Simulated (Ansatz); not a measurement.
Tl (diamond): energy against volume

All numbers below come from Ansatz 0.2.0, DFT, revPBE, plane waves (420 eV) with PAW, scalar-relativistic. (PAW data from PBE, frozen cores regenerated.)

The cell is scaled uniformly from the relaxed one, with fractional coordinates and shape fixed. Energies are extrapolated to zero smearing, pressures are those at the given smearing. Magnetic state: spin not included.

A Birch-Murnaghan fit gives V₀ = 47.87 Å³/atom, B₀ = 11.0 GPa, B₀′ = 5.2.

Q: What are the energy above the minimum and the pressure at 42.381 Å³/atom?

A: 27.8 meV/atom and 1.92 GPa as computed.

Q: What are the energy above the minimum and the pressure at 44.307 Å³/atom?

A: 10.7 meV/atom and 1.11 GPa as computed.

Q: What are the energy above the minimum and the pressure at 52.013 Å³/atom?

A: 10.4 meV/atom and -0.68 GPa as computed.
